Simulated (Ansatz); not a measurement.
The system is TiSi2.

```
CELL_PARAMETERS angstrom
1.76511 -6.75928 0.00000
1.76511 6.75928 0.00000
0.00000 0.00000 3.56517
ATOMIC_POSITIONS crystal
Ti 0.10312 0.89688 0.25000
Ti 0.89688 0.10312 0.75000
Si 0.75031 0.24969 0.25000
Si 0.24969 0.75031 0.75000
Si 0.44175 0.55825 0.25000
Si 0.55825 0.44175 0.75000
```

The cell comes from a database or a generator and needn't be the stable form of this composition.

Program: Ansatz 0.2.0. Alike in all runs: task single point; level PBE; no spin polarisation; cell as given; k mesh 8 × 8 × 8; smearing fermi-dirac 0.05 eV. Hardware: 2 threads of Arm Neoverse V1, with other jobs on the host.

Question: Order these runs on this cell by their wall time, lowest first.
A. potentials or basis Ansatz PAW; cutoff (eV) 420
B. potentials or basis Ansatz PAW earlier set; cutoff (eV) 740
C. potentials or basis JTH PAW; cutoff (eV) 1230

Answer: A (6.8 s), B (20 s), C (41 s).

Not every run made on this cell is shown here.
